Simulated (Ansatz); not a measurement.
# Si: the cost of one run

Computed with Ansatz 0.2.0 (DFT r2SCAN, scalar-relativistic, plane waves, PAW, unless a step's input says otherwise).

2 further runs of the same task are left out: 2 set aside as unsound or not needed. Runs told in other sessions of the task aren't counted.

## 1. Starting point

The structure is hexagonal, space group P6_3/mmc (No. 194). Conventional cell: a = 3.832 Å, b = 3.832 Å, c = 6.342 Å, α = 90.00°, β = 90.00°, γ = 120.00°. Si (site symmetry 3m) has 4 Si at 2.35 to 2.37 Å in its first shell of neighbours.

As a file:

```cif
data_structure
_symmetry_space_group_name_H-M 'P 1'
_symmetry_Int_Tables_number 1
_cell_length_a 3.8319
_cell_length_b 3.8319
_cell_length_c 12.6836
_cell_angle_alpha 90.000
_cell_angle_beta 90.000
_cell_angle_gamma 60.000
_cell_volume 161.29
loop_
_atom_site_label
_atom_site_type_symbol
_atom_site_fract_x
_atom_site_fract_y
_atom_site_fract_z
_atom_site_occupancy
Si1 Si 0.33333 0.33333 0.03155 1
Si2 Si 0.33333 0.33333 0.53155 1
Si3 Si 0.66667 0.66667 0.28155 1
Si4 Si 0.66667 0.66667 0.78155 1
Si5 Si 0.33333 0.33333 0.21845 1
Si6 Si 0.33333 0.33333 0.71845 1
Si7 Si 0.66667 0.66667 0.46845 1
Si8 Si 0.66667 0.66667 0.96845 1
```

It goes back to an entry of the Materials Project, which need not be the stable form.

It is built from the cell relaxed beforehand with the same method (20.16 Å³/atom).

## 2. The reference cell

The cell is repeated 2 times, 8 atoms in all. Reference values: F = -5112.4240 eV; pressure 0.01 GPa; largest force 0.005 eV/Å; gap on the mesh 0.61 eV. It was computed beforehand with the settings of the runs below.

## 3. Setting up a stacking-fault curve

The cut lies on the cell's a–b face, a (0 0 1) plane of area 12.72 Å², between layers 2.37 Å apart (Si below, Si above); the cell is 12.7 Å thick. Vector c is tilted by f times 1·a + 1·b (length 6.637 Å) with the atoms' Cartesian places fixed: one unrelaxed fault per cell.

## 4. Point f = 0.167

input.yaml

```yaml
crystal:
  lattice:
    - [-3.8319083606, 0.0, 0.0]
    - [-1.9159541803, -3.3185299852, 0.0]
    - [-0.9581686856, -0.5531989485, 12.6836398318]
  atoms:
    - { symbol: Si, position: [0.1822122086, 0.1822122086, 0.9065454392] }
    - { symbol: Si, position: [0.2655622086, 0.2655622086, 0.4065454392] }
    - { symbol: Si, position: [0.640570542, 0.640570542, 0.1565454392] }
    - { symbol: Si, position: [0.557220542, 0.557220542, 0.6565454392] }
    - { symbol: Si, position: [0.317754458, 0.317754458, 0.0934545608] }
    - { symbol: Si, position: [0.234404458, 0.234404458, 0.5934545608] }
    - { symbol: Si, position: [0.6094127914, 0.6094127914, 0.3434545608] }
    - { symbol: Si, position: [0.5260627914, 0.5260627914, 0.8434545608] }
basis:
  ecutwfc: 500
kpoints:
  mp_grid: { grid: [8, 8, 2] }
hamiltonian:
  xc: r2scan
scf:
  occupations: { method: gaussian, width: 0.05 }
output:
  forces: true
  stress: true
  eigenvalues: true
```

Started as:

```sh
$ ansatz run input.yaml --threads 2 --pin off --max-ram 5120MiB --backend cpu --events-out ev --progress --plain --runs-dir out
```

Q: Estimate wall time and peak memory on 2 threads of AMD EPYC 9R45 (Zen 5), shared host.

About 4.2 s, with a peak of 0.76 GiB.
